A ZnSe film that grows coherently on a thick (001) substrate takes its in-plane spacing from the substrate, while its thickness is free to adjust. The PBEsol series below imposes this condition on a bulk crystal. The two in-plane edges are set, the perpendicular edge $c$ relaxes until the stress along it vanishes, and positive stress means compression. The unstrained crystal is cubic; the strained cells are tetragonal.

Zincblende ZnSe under biaxial strain in the a–b plane, with c and the atoms relaxed, in a four-atom cell with unstrained edges a = b = 3.983 Å and c = 5.633 Å. Ansatz 0.2.0, PBEsol, scalar-relativistic plane-wave PAW, cutoff 420 eV, 8×8×6 k mesh, Gaussian smearing of 0.02 eV. Changes are relative to the unstrained cell; stress is positive in compression.

| strain (%) | energy change (meV/atom) | volume change (%) | c over a | stress xx (GPa) | stress zz (GPa) |
| --- | --- | --- | --- | --- | --- |
| -6 | 45.5 | -5.55 | 1.608 | 5.77 | 0.00 |
| -4 | 19.4 | -3.56 | 1.542 | 3.60 | 0.00 |
| -2 | 4.7 | -1.71 | 1.477 | 1.70 | 0.01 |
| 0 | 0.0 | 0.00 | 1.414 | 0.01 | 0.00 |
| 2 | 4.2 | 1.51 | 1.353 | -1.47 | 0.00 |
| 4 | 16.0 | 2.80 | 1.292 | -2.77 | 0.01 |
| 6 | 34.5 | 3.86 | 1.233 | -3.93 | -0.01 |

### Does the crystal keep its volume when it is squeezed in the plane?

It doesn't. At −6 % strain the base area shrinks to $0.94^2 = 0.884$ of its old value, a loss of nearly 12 %. The edge $c$ grows by 6.9 %, which makes good only part of that loss, and the volume ends 5.55 % smaller. Under tension the signs reverse, and $c$ again compensates only in part.

### What decides how far $c$ moves?

Each atom has four equal bonds to its neighbours, and the strain can be taken up by changing their length or the angles between them. Had $c$ stayed fixed at −6 %, the bonds would have shortened from 2.44 to 2.34 Å. With $c$ free they shorten only to 2.40 Å. Lengthening $c$ thus gives the bonds back more than half of their loss.

The price is paid in angles. The bond angle that $c$ bisects closes from the tetrahedral 109.5° to 102.4° at −6 %, and it opens to 116.7° at +6 %. If bending were free, $c$ would move until the bonds had their old length, which for small strains means twice the in-plane strain in the opposite direction. If bending were as costly as stretching, $c$ would hardly move. The computed response near zero strain is 1.19 times the in-plane strain: bending is cheaper than stretching, but it isn't free.

### How stiff is the held crystal?

Linear elasticity turns this compromise into a formula. Let $e$ be the in-plane strain, $z$ the strain of $c$, and $C_{11}$ and $C_{12}$ the elastic constants of the cubic crystal. The energy per volume is

$$\frac{E}{V} = C_{11}\left(e^2 + \tfrac{1}{2}z^2\right) + C_{12}\left(e^2 + 2ez\right).$$

Its minimum with respect to $z$ lies at $z = -(2C_{12}/C_{11})\,e$. Putting this back gives

$$\frac{E}{V} = M e^2, \qquad M = C_{11} + C_{12} - \frac{2C_{12}^2}{C_{11}}.$$

The in-plane stress has the size $M|e|$. The slopes of stress and of $c$ between −2 and +2 % give $M \approx 79$ GPa, $C_{11} \approx 90$ GPa and $C_{12} \approx 53$ GPa. For a coherent film, a misfit of 1 % therefore means a stress of about 0.8 GPa.

### Can the energy at 6 % be predicted from the stresses at 2 %?

The modulus $M = 79.25$ GPa equals 0.495 eV/Å³. Multiplied by the volume of 22.34 Å³ per atom and by $0.06^2 = 0.0036$, it gives 0.0398 eV, or about 40 meV per atom. No energy entered this estimate.

The table has 45.5 meV/atom at −6 % and 34.5 at +6 %. Their mean is 40.0, so the quadratic law describes the average of compression and tension very well. It fails for either side alone, by about 5.5 meV/atom, because it treats the two as equal. The printed analysis after this text lists the energy of the linear model for every row.

### Why does compression cost more than tension?

The crystal stiffens as it is compressed and softens as it is stretched. Stress divided by strain is 96 GPa at −6 % but only 66 GPa at +6 %. Part of the difference in energy comes from how strain is counted. On a logarithmic scale, shortening an edge by 6 % is a larger step than lengthening it by 6 %, and an energy quadratic in that strain would already show a bit under half of the difference between the two sides. The rest remains on that scale too. Counted in ordinary strain, the energy excess of compression grows roughly as the cube of the strain, as the first correction to a quadratic law should.

A likely explanation lies in the shape of the bond energy. When two atoms approach, the repulsion between their electron clouds rises steeply; when they separate, the attraction weakens. The bonds here do shorten under compression and lengthen under tension, which fits this picture. The series doesn't separate their share from that of the angles, so the assignment rests on theory.

### What would change if $c$ were held fixed, or if all three edges were strained alike?

With $c$ held, $z = 0$ and the stiffness rises from $M$ to $C_{11} + C_{12}$, a factor of 1.8. The angles could no longer relieve the bonds as they do here. This factor is an estimate for small strains. It leans on $C_{11}$, which the relaxations at ±4 % test: they began with $c$ only partly adjusted, shorter than its relaxed 5.895 Å at −4 % and longer than its relaxed 5.354 Å at +4 %. The energy gained between the starting and the relaxed cell agrees with the model to roughly 10 %.

A series with equal strain along all three edges would be stiffer still. The crystal would stay cubic, its angles would stay tetrahedral, and every bond would take the full strain. At the same in-plane strain the energy would be several times higher than in this table. In ZnSe a change of shape is cheap compared with a change of volume.

### What would another element do?

The quantity to look at is $C_{12}/C_{11}$, which is about 0.6 here. In silicon, and far more so in diamond, the bonds are more strongly directional, bending is harder relative to stretching, and this ratio is known to be smaller. Under the same in-plane strain, $c$ would then move less and the volume would change more. The absolute stiffness is a separate matter, since it also depends on how strong the bonds are.

### Which digits and trends can be trusted?

Stress and energy support each other. Adding up the work done by the in-plane stress gives 45.5 meV/atom at −6 % and 34.4 at +6 %, within about 0.1 of the energies in the table. Renewing the plane-wave basis at the end of a relaxation, however, shifted the energy by about 0.25 meV/atom at −6 % and by less than 0.1 at −2 %. The difference between 4.7 and 4.2 meV/atom at ±2 % is therefore known only roughly, whereas the asymmetry at ±6 % is secure.

One apparent trend needs more care. The response of $c$, as a multiple of the in-plane strain, rises from 1.15 at −6 % to 1.26 at +6 %. If strain is defined through squared lengths instead, it falls from 1.23 to 1.18. The value near 1.2 is a property of the computed crystal; the direction of the drift depends on the definition of strain.

Of the modulus, no more than two figures are worth quoting, and even the second is uncertain. An approximate functional such as PBEsol can miss elastic constants by several per cent, and here it ran on PAW datasets made for PBE. This series measures neither error. The figures also belong to a perfect crystal at zero temperature, built from a cell of four atoms whose symmetry was kept during relaxation, so a strained cell may be a saddle point that a less symmetric distortion would lower in energy. A real film may lower its energy in ways that such a small cell excludes, for instance by forming dislocations, and at misfits of several per cent that matters more than the next digit.

The analysis program printed:

```
geometry and linear model:
  row  c change %  bond A  bond if c clamped A  angle bisected by c deg  model energy meV/atom  model energy c clamped meV/atom
   -6       6.892   2.402                2.343                    102.4                  39.78                            71.82
   -4       4.644   2.414                2.375                    104.8                  17.68                            31.92
   -2       2.343   2.426                2.407                    107.1                   4.42                             7.98
    0           0   2.439                2.439                    109.5                      0                                0
    2      -2.432   2.452                2.472                    111.9                   4.42                             7.98
    4      -4.956   2.466                2.505                    114.3                  17.68                            31.92
    6      -7.565    2.48                2.538                    116.7                  39.78                            71.82
c response near zero strain (minus c strain over in-plane strain): 1.194
c response at -6 %: 1.149
c response at +6 %: 1.261
c response at -6 % with strains of squared lengths: 1.225
c response at +6 % with strains of squared lengths: 1.178
biaxial modulus M near zero strain in GPa: 79.25
C11 in GPa: 89.61
C12 in GPa: 53.48
bulk modulus in GPa: 65.52
stiffness with c clamped over stiffness with c free: 1.805
stress over strain at -6 % in GPa: 96.17
stress over strain at +6 % in GPa: 65.5
stress over logarithmic strain at -6 % in GPa: 93.25
stress over logarithmic strain at +6 % in GPa: 67.45
energy at -6 % integrated from the stress in meV/atom: 45.54
energy at +6 % integrated from the stress in meV/atom: 34.39
mean energy of -6 and +6 % in meV/atom: 40
half the energy difference of -6 and +6 % in meV/atom: 5.5
half the energy difference of -4 and +4 % in meV/atom: 1.7
energy gained by relaxing c from its start at -4 % in meV/atom: 3.425
the same from C11 at -4 % in meV/atom: 3.156
energy gained by relaxing c from its start at +4 % in meV/atom: 3.65
the same from C11 at +4 % in meV/atom: 4.091
```
